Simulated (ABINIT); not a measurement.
# MgO (Fm-3m) in ABINIT: further runs

Aim: see how the results for MgO move with the level of theory and the settings. Levels: LDA, PBE. Tasks: single point.

Everything below comes from runs of ABINIT 10.8.3 (patched build). Logs are shortened: lines on timing, memory, paths and dates and some standing lists are left out, and cuts for length are marked. The log counts tension as positive stress, the text compression.

**Measured values to compare with.**

“Electronic structure of alkaline earth and post-transition metal oxides”, 2009, arxiv:0908.1581 quotes, for a bulk crystal of MgO: band gap 7.83 eV.

The runs below are set against these values where they give the same quantity.

### Step 1. Starting point

The structure is cubic, space group Fm-3m (No. 225). The conventional cell has a = 4.194 Å, b = 4.194 Å, c = 4.194 Å, α = 90.00°, β = 90.00°, γ = 90.00°. Around Mg (site symmetry m-3m) lie 6 O at 2.10 Å. Around O (site symmetry m-3m) lie 6 Mg at 2.10 Å.

The cell is a database's computed one.

### Step 2. Single point, LDA

File run.abi:

```
# Pseudopotentials
pp_dirpath "./"
pseudos "Mg.LDA_PW-JTH.xml, O.LDA_PW-JTH.xml"

# Structure
acell 2.9656078099 2.9656078099 2.9656078099 Angstrom
rprim
     0.0000000000     0.7071067812     0.7071067812
     0.7071067812     0.0000000000     0.7071067812
     0.7071067812     0.7071067812     0.0000000000
ntypat 2
znucl 12 8
natom 2
typat 1 2
xred
     0.0000000000     0.0000000000     0.0000000000
     0.5000000000     0.5000000000     0.5000000000

# Plane-wave basis
ecut 23.0
pawecutdg 45.0

# k points
kptopt 1
ngkpt 7 7 7
nshiftk 1
shiftk 0.0 0.0 0.0

# Exchange and correlation
ixc 7

# Bands and occupations
nband 12
occopt 3
tsmear 0.05 eV

# SCF cycle
nstep 100
tolvrs 1.0e-9

# Output
iomode 3
prtwf 0
prtden 0
prteig 0
prtebands 0
enunit 1
```

Potentials or basis: JTH PAW LDA v2.0.

The run is started by

```
$ abinit run.abi > log 2>&1
```

run.abo:

```text
.Version 10.8.3 of ABINIT
 Symmetries : space group Fm -3 m (#225); Bravais cF (face-center cubic)
================================================================================
 Values of the parameters that define the memory need of the present run
     intxc =       0    ionmov =       0      iscf =      17    lmnmax =       8
     lnmax =       4     mgfft =      27  mpssoang =       2    mqgrid =    3001
     natom =       2  nloc_mem =       2    nspden =       1   nspinor =       1
    nsppol =       1      nsym =      48    n1xccc =       1    ntypat =       2
    occopt =       3   xclevel =       1
       mpw =         668          nfft =       19683          nkpt =          20
 PAW method is used; the additional fine FFT grid is defined by:
   mgfftf=        36    nfftf =     46656
================================================================================
================================================================================

--------------------------------------------------------------------------------
------------- Echo of variables that govern the present computation ------------
--------------------------------------------------------------------------------
 -outvars: echo values of preprocessed input variables --------
            acell      5.6041865576E+00  5.6041865576E+00  5.6041865576E+00 Bohr
              amu      2.43050000E+01  1.59994000E+01
             ecut      2.30000000E+01 Hartree
           enunit           1
              ixc           7
         kptrlatt        7    0    0      0    7    0      0    0    7
          kptrlen      3.92293059E+01
            natom           2
            nband          12
            ngfft          27      27      27
          ngfftdg          36      36      36
             nkpt          20
            nstep         100
             nsym          48
           ntypat           2
           occopt           3
        pawecutdg      4.50000000E+01 Hartree
           prtden           0
        prtebands           0
           prteig           0
            prtwf           0
            rprim      0.0000000000E+00  7.0710678120E-01  7.0710678120E-01
                       7.0710678120E-01  0.0000000000E+00  7.0710678120E-01
                       7.0710678120E-01  7.0710678120E-01  0.0000000000E+00
          spgroup         225
           tolvrs      1.00000000E-09
           tsmear      1.83746611E-03 Hartree
            typat      1  2
           useylm           1
           xangst      0.0000000000E+00  0.0000000000E+00  0.0000000000E+00
                       2.0970013928E+00  2.0970013928E+00  2.0970013928E+00
            xcart      0.0000000000E+00  0.0000000000E+00  0.0000000000E+00
                       3.9627583180E+00  3.9627583180E+00  3.9627583180E+00
             xred      0.0000000000E+00  0.0000000000E+00  0.0000000000E+00
                       5.0000000000E-01  5.0000000000E-01  5.0000000000E-01
            znucl       12.00000    8.00000
[... 124 lines left out ...]
 reduced coordinates (array xred) for    2 atoms
       0.000000000000      0.000000000000      0.000000000000
       0.500000000000      0.500000000000      0.500000000000
 rms dE/dt=  0.0000E+00; max dE/dt=  0.0000E+00; dE/dt below (all hartree)
    1       0.000000000000      0.000000000000      0.000000000000
    2       0.000000000000      0.000000000000      0.000000000000

 cartesian coordinates (angstrom) at end:
    1      0.00000000000000     0.00000000000000     0.00000000000000
    2      2.09700139275997     2.09700139275997     2.09700139275997

 cartesian forces (hartree/bohr) at end:
    1     -0.00000000000000    -0.00000000000000    -0.00000000000000
    2     -0.00000000000000    -0.00000000000000    -0.00000000000000
 frms,max,avg= 0.0000000E+00 0.0000000E+00   0.000E+00  0.000E+00  0.000E+00 h/b

 cartesian forces (eV/Angstrom) at end:
    1     -0.00000000000000    -0.00000000000000    -0.00000000000000
    2     -0.00000000000000    -0.00000000000000    -0.00000000000000
 frms,max,avg= 0.0000000E+00 0.0000000E+00   0.000E+00  0.000E+00  0.000E+00 e/A
 length scales=  5.604186557564  5.604186557564  5.604186557564 bohr
              =  2.965607809900  2.965607809900  2.965607809900 angstroms
 Fermi (or HOMO) energy (eV) =   8.19622   Average Vxc (eV)= -11.29942
 Eigenvalues (   eV  ) for nkpt=  20  k points:
 kpt#   1, nband= 12, wtk=  0.00292, kpt=  0.0000  0.0000  0.0000 (reduced coord)
 -65.95407  -33.33799  -33.33799  -33.33799  -11.64639    5.42195    5.42195    5.42195
  10.20092   21.02151   21.02151   21.02151
 prteigrs : prtvol=0 or 1, do not print more k-points.

--- !EnergyTerms
iteration_state     : {dtset: 1, }
comment             : Components of total free energy in Hartree
kinetic             :  1.12350101780356E+01
hartree             :  1.44107280556076E+01
xc                  : -4.19408136490518E+00
Ewald energy        : -4.75873828112239E+01
psp_core            :  1.98103547605736E+00
local_psp           : -4.82278718266102E+01
PAW spherical_terms : -7.38491198418397E+00
internal            : -7.97674742772227E+01
'-kT*entropy'       :  1.25327081198538E-15
total_energy        : -7.97674742772227E+01
total_energy_eV     : -2.17058355242386E+03
...

--- !EnergyTermsDC
iteration_state     : {dtset: 1, }
comment             : '"Double-counting" decomposition of free energy'
band_energy         : -1.22159836825878E+01
Ewald energy        : -4.75873828112239E+01
psp_core            :  1.98103547605736E+00
xc_dc               : -1.31151416636023E+01
PAW spherical_terms : -8.83000697684822E+00
internal            : -7.97674796582049E+01
'-kT*entropy'       :  1.25327081198538E-15
total_energy_dc     : -7.97674796582049E+01
total_energy_dc_eV  : -2.17058369884785E+03
...

--- !EnergyTermsWithPAWCore
iteration_state     : {dtset: 1, }
comment             : 'Components of total free energy, including PAW core contributions'
Total energy        : -2.74467220623021E+02
Total energy DC     : -2.74467226004004E+02
Total energy (eV)   : -7.46863355223391E+03
Total energy DC (eV): -7.46863369865790E+03
...

 Cartesian components of stress tensor (hartree/bohr^3)
  sigma(1 1)=  1.16418514E-04  sigma(3 2)=  0.00000000E+00
  sigma(2 2)=  1.16418514E-04  sigma(3 1)=  0.00000000E+00
  sigma(3 3)=  1.16418514E-04  sigma(2 1)=  0.00000000E+00

-Cartesian components of stress tensor (GPa)         [Pressure= -3.4252E+00 GPa]
- sigma(1 1)=  3.42515095E+00  sigma(3 2)=  0.00000000E+00
- sigma(2 2)=  3.42515095E+00  sigma(3 1)=  0.00000000E+00
- sigma(3 3)=  3.42515095E+00  sigma(2 1)=  0.00000000E+00

== END DATASET(S) ==============================================================
================================================================================

 -outvars: echo values of variables after computation  --------
            acell      5.6041865576E+00  5.6041865576E+00  5.6041865576E+00 Bohr
           etotal     -7.9767479658E+01
            fcart     -0.0000000000E+00 -0.0000000000E+00 -0.0000000000E+00
                      -0.0000000000E+00 -0.0000000000E+00 -0.0000000000E+00
            rprim      0.0000000000E+00  7.0710678120E-01  7.0710678120E-01
                       7.0710678120E-01  0.0000000000E+00  7.0710678120E-01
                       7.0710678120E-01  7.0710678120E-01  0.0000000000E+00
           strten      1.1641851444E-04  1.1641851444E-04  1.1641851444E-04
                       0.0000000000E+00  0.0000000000E+00  0.0000000000E+00
           xangst      0.0000000000E+00  0.0000000000E+00  0.0000000000E+00
                       2.0970013928E+00  2.0970013928E+00  2.0970013928E+00
             xred      0.0000000000E+00  0.0000000000E+00  0.0000000000E+00
                       5.0000000000E-01  5.0000000000E-01  5.0000000000E-01
 Calculation completed.
```

Wall time 4.5 s (1 thread of Arm Neoverse V2, shared host); peak memory 0.11 GiB.

What came out:

```yaml
Free_energy: -2170.5837 eV
Pressure: -3.4 GPa
Band_gap_on_the_k_mesh: 4.78 eV, direct
Valence_electrons_inside_the_program's_atomic_spheres: Mg 8.31; O 4.57
```

### Step 3. Single point, PBE

File run.abi:

```
pp_dirpath "./"
pseudos "Mg.GGA_PBE-JTH.xml, O.GGA_PBE-JTH.xml"

acell 3*1.0 Angstrom
rprim
     0.0000000000     2.0970013927     2.0970013927
     2.0970013927     0.0000000000     2.0970013927
     2.0970013927     2.0970013927     0.0000000000
ntypat 2
znucl 12 8
natom 2
typat 1 2
xcart
     0.0000000000     0.0000000000     0.0000000000
     3.9627583152     3.9627583152     3.9627583152

ecut 625.861884 eV
pawecutdg 45.0

kptopt 1
ngkpt 9 9 9
nshiftk 1
shiftk 0.0 0.0 0.0

ixc 11

nband 12
occopt 3
tsmear 0.00183747

nstep 100
tolvrs 1.0e-9

iomode 3
prtwf 0
prtden 0
prteig 0
prtebands 0
enunit 1
```

Potentials or basis: JTH PAW PBE v2.0.

The run is started by

```
$ abinit run.abi > log 2>&1
```

Wall time 10 s (1 thread of Arm Neoverse V2, shared host); peak memory 0.11 GiB.

The run converged. Its results:

```
Free energy                                           : -2172.6550 eV
Pressure                                              : 7.1 GPa
Band gap on the k mesh                                : 4.86 eV, direct
Valence electrons inside the program's atomic spheres : Mg 8.30; O 4.60
```

Levels at points of the mesh, in eV from the valence-band top:
| k point | band 6 | band 7 | band 8 | band 9 | band 10 | band 11 |
| --- | --- | --- | --- | --- | --- | --- |
| (0.00, 0.00, 0.00) | 0.00 | 0.00 | 0.00 | 4.86 | 15.88 | 15.88 |

### Step 4. How close it comes

Step 2. Measured gap of MgO: 7.83 eV (quoted in “Electronic structure of alkaline earth and post-transition metal oxides”, 2009, arxiv:0908.1581). This calculation gives 4.78 eV (-3.05 eV). The value is that of LDA, without temperature or zero-point motion. Semilocal functionals fall short of measured gaps as a rule. The cell is a database's relaxed one, not the measured one, which moves gaps too.

Step 3. Measured gap of MgO: 7.83 eV (quoted in “Electronic structure of alkaline earth and post-transition metal oxides”, 2009, arxiv:0908.1581). This calculation gives 4.86 eV (-2.97 eV). The value is that of PBE, without temperature or zero-point motion. Semilocal functionals fall short of measured gaps as a rule. The cell is a database's relaxed one, not the measured one, which moves gaps too.
